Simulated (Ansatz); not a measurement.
# ZrS2: the cost of one run

Program: Ansatz 0.2.0. Level of theory: DFT PBE+D3(BJ), scalar-relativistic, plane waves, PAW. These are calculated values, not measurements.

2 further runs of the same task are left out: 2 set aside as unsound or not needed.

**1. The system as given**

It takes space group P-3m1 (No. 164, trigonal). The conventional cell has a = 3.635 Å, b = 3.635 Å, c = 5.720 Å, α = 90.00°, β = 90.00°, γ = 120.00°. Zr (site symmetry -3m) has 6 S at 2.56 Å as nearest neighbours. Around S (site symmetry 3m) lie 3 Zr at 2.56 Å.

Structure file:

```cif
data_structure
_symmetry_space_group_name_H-M 'P 1'
_symmetry_Int_Tables_number 1
_cell_length_a 3.6351
_cell_length_b 3.6351
_cell_length_c 5.7204
_cell_angle_alpha 90.000
_cell_angle_beta 90.000
_cell_angle_gamma 120.000
_cell_volume 65.46
loop_
_atom_site_label
_atom_site_type_symbol
_atom_site_fract_x
_atom_site_fract_y
_atom_site_fract_z
_atom_site_occupancy
Zr1 Zr 0.00000 0.00000 0.00000 1
S1 S 0.66667 0.33333 0.74473 1
S2 S 0.33333 0.66667 0.25527 1
```

It goes back to an entry of the Materials Project.

It is the result of an earlier relaxation at this level (volume 21.82 Å³/atom; gap on the mesh: 0.70 eV).

**2. Electronic structure at the relaxed geometry**

File input.yaml:

```yaml
crystal:
  lattice:
    - [3.6351095584, 0.0, 0.0]
    - [-1.8175547792, 3.1480972231, 0.0]
    - [0.0, 0.0, 5.7204026278]
  atoms:
    - { symbol: Zr, position: [0.0, 0.0, 0.0] }
    - { symbol: S, position: [0.6666666667, 0.3333333333, 0.7447288755] }
    - { symbol: S, position: [0.3333333333, 0.6666666667, 0.2552711245] }
basis:
  ecutwfc: 420
kpoints:
  mp_grid: { grid: [9, 9, 6] }
  band_path:
    path:
      - [[0.0, 0.0, 0.0], [0.5, 0.0, 0.0], [0.33333333, 0.33333333, 0.0], [0.0, 0.0, 0.0], [0.0, 0.0, 0.5], [0.5, 0.0, 0.5], [0.33333333, 0.33333333, 0.5], [0.0, 0.0, 0.5]]
      - [[0.5, 0.0, 0.5], [0.5, 0.0, 0.0]]
      - [[0.33333333, 0.33333333, 0.5], [0.33333333, 0.33333333, 0.0]]
    npoints: 14
hamiltonian:
  xc: pbe
  dispersion: d3bj
scf:
  occupations: { method: gaussian, width: 0.02 }
  n_extra_bands: 7
output:
  forces: true
  stress: true
  eigenvalues: true
  populations: true
  dos: { projected: true, de: 0.02, nscf_kmesh: { grid: [14, 14, 9] } }
  bader: true
  write_density: true
  write_potential: true
  elf: true
  volumetric_format: npy
```

Started as:

```console
ansatz run input.yaml --threads 1 --pin off --max-ram 2560MiB --backend cpu --events-out ev --progress --plain --runs-dir out
```

Q: Estimate wall time and peak memory on 1 thread of an Arm CPU, shared host.

About 37 s, with a peak of 0.39 GiB.
